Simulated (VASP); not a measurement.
## VASP 6.6.1 run: ZnSe

INCAR

```
NBANDS = 16
NELM = 61
IBRION = -1
LMAXMIX = 6
ISIF = 2
LREAL = .FALSE.
EDIFF = 1E-7
NSW = 0
LWAVE = .FALSE.
LASPH = .TRUE.
GGA = PE
PREC = Accurate
SIGMA = 0.02
ENCUT = 520
ISMEAR = -1
LCHARG = .FALSE.
```

KPOINTS

```
KPOINTS created by Atomic Simulation Environment
0
Gamma
8 8 8
0 0 0
```

POSCAR

```
Zn Se
 1.0000000000000000
     0.0000000000000000    2.8324206844000002    2.7757722707000001
     2.8324206844000002    0.0000000000000000    2.7757722707000001
     2.8324206844000002    2.8324206844000002    0.0000000000000000
 Zn  Se
   1   1
Cartesian
  0.0000000000000000  0.0000000000000000  0.0000000000000000
  1.4162103421999999  1.4162103421999999  1.3878861353499998
```

The recommended PBE PAW datasets give the neutral cell 18 valence electrons.

Command

```
mpirun -np 1 vasp_std
```

OSZICAR

```
N       E                     dE             d eps       ncg     rms          rms(c)
DAV:   1     0.885274321845E+02    0.88527E+02   -0.89437E+03  1888   0.129E+03
DAV:   2    -0.777494224496E+00   -0.89305E+02   -0.83744E+02  2168   0.256E+02
DAV:   3    -0.624584967674E+01   -0.54684E+01   -0.54485E+01  2288   0.614E+01
DAV:   4    -0.628819775505E+01   -0.42348E-01   -0.42344E-01  2344   0.580E+00
DAV:   5    -0.628839168901E+01   -0.19393E-03   -0.19393E-03  2376   0.353E-01    0.516E+00
DAV:   6    -0.601901851990E+01    0.26937E+00   -0.53386E-01  2800   0.243E+01    0.387E+00
DAV:   7    -0.599984587367E+01    0.19173E-01   -0.15954E-01  2120   0.359E+00    0.163E+00
DAV:   8    -0.599978063045E+01    0.65243E-04   -0.44439E-03  2656   0.715E-01    0.465E-01
DAV:   9    -0.599998369619E+01   -0.20307E-03   -0.11203E-03  2216   0.255E-01    0.655E-02
DAV:  10    -0.600009146537E+01   -0.10777E-03   -0.20766E-04  2440   0.106E-01    0.238E-02
DAV:  11    -0.600008229931E+01    0.91661E-05   -0.40066E-05  2240   0.543E-02    0.521E-03
DAV:  12    -0.600008339219E+01   -0.10929E-05   -0.52818E-06  2448   0.136E-02    0.248E-03
DAV:  13    -0.600008358368E+01   -0.19150E-06   -0.41969E-07  2328   0.491E-03    0.119E-03
DAV:  14    -0.600008357642E+01    0.72662E-08   -0.32364E-08  1984   0.181E-03
   1 F= -.60000836E+01 E0= -.60000836E+01  d E =-.571303E-11
```

From OUTCAR

```
k-points           NKPTS =     59   k-points in BZ     NKDIM =     59   number of bands    NBANDS=     16

   NELECT =      18.0000    total number of electrons

   dimension x,y,z NGX =    30 NGY =   30 NGZ =   30
   dimension x,y,z NGXF=    60 NGYF=   60 NGZF=   60

  energy-cutoff  :      520.00
  volume of cell :       44.54
      direct lattice vectors                 reciprocal lattice vectors
     0.000000000  2.832420684  2.775772271    -0.176527450  0.176527450  0.180130051
     2.832420684  0.000000000  2.775772271     0.176527450 -0.176527450  0.180130051
     2.832420684  2.832420684  0.000000000     0.176527450  0.176527450 -0.180130051

 k-points in reciprocal lattice and weights: KPOINTS created by Atomic Simulation Env
   0.00000000  0.00000000  0.00000000       0.002
   0.12500000  0.00000000  0.00000000       0.016
   0.25000000  0.00000000  0.00000000       0.016
   0.37500000  0.00000000  0.00000000       0.016
   0.50000000  0.00000000  0.00000000       0.008
   0.12500000  0.12500000  0.00000000       0.004
   0.25000000  0.12500000  0.00000000       0.016
   0.37500000  0.12500000  0.00000000       0.016
   ...

 E-fermi :   2.2395

 k-point     1 :       0.0000    0.0000    0.0000
  band No.  band energies     occupation
      1     -11.5985      2.00000
      2      -4.8284      2.00000
      3      -4.8284      2.00000
      4      -4.8193      2.00000
      5      -4.4380      2.00000
      6      -4.4342      2.00000
      7       1.7770      2.00000
      8       1.7770      2.00000
      9       1.8492      2.00000
     10       3.1783      0.00000
     11       7.5921      0.00000
     12       7.5991      0.00000
     13       7.5991      0.00000
     14      11.8120      0.00000
     15      13.1243      0.00000
     16      13.4761      0.00000

 k-point     2 :       0.1250    0.0000    0.0000
  band No.  band energies     occupation
      1     -11.4936      2.00000
      2      -4.8210      2.00000
      3      -4.8121      2.00000
      4      -4.8042      2.00000
      5      -4.4391      2.00000
      6      -4.4361      2.00000
      7       0.4686      2.00000
      8       1.6125      2.00000
      9       1.6736      2.00000
     10       4.1582      0.00000
     11       7.5487      0.00000
     12       7.8539      0.00000
     13       7.8689      0.00000
     14      12.3766      0.00000
     15      12.5762      0.00000
     16      12.7280      0.00000

 k-point     3 :       0.2500    0.0000    0.0000
  band No.  band energies     occupation
      1     -11.2203      2.00000
      2      -4.7766      2.00000
      3      -4.7725      2.00000
      4      -4.7624      2.00000
      5      -4.4360      2.00000
      6      -4.4360      2.00000
      7      -1.3013      2.00000
      8       1.2626      2.00000
      9       1.3495      2.00000
     10       4.6040      0.00000
     11       8.2034      0.00000
     12       8.2410      0.00000
     13       8.4726      0.00000
     14      12.2260      0.00000
     15      12.2674      0.00000
     16      12.6180      0.00000

 ...

  Total        1.0121215      1.0121215      1.1888611      0.0000000      0.0000000      0.0000000
  in kB       36.4094322     36.4094322     42.7673521      0.0000000      0.0000000      0.0000000
  external PRESSURE =      38.5287388 kB  Pullay stress =       0.0000000 kB

 POSITION                                       TOTAL-FORCE (eV/Angst)
 -----------------------------------------------------------------------------------
      0.00000      0.00000      0.00000         0.000000      0.000000     -0.000000
      1.41621      1.41621      1.38789        -0.000000     -0.000000      0.000000
 -----------------------------------------------------------------------------------
    total drift:                               -0.000000     -0.000000      0.000000

  FREE ENERGIE OF THE ION-ELECTRON SYSTEM (eV)
  ---------------------------------------------------
  free  energy   TOTEN  =        -6.0000835764 eV

  energy  without entropy=       -6.0000835764  energy(sigma->0) =       -6.00008358
```

It converged. Results: gap between bands v and c on the k mesh 1.33 eV; least direct gap on the k mesh 1.33 eV; pressure 3.9 GPa. Band v is the last that the valence electrons fill when counted band by band, and c is the next.

For comparison, a separate PBE run of the intended cell, on usual settings and not on those above, gives a gap of 1.33 eV on its mesh and a pressure of 3.9 GPa.

The run above took about 39 s on one core of a shared host (Intel Xeon Platinum 8488C) and held 0.2 GiB at most.
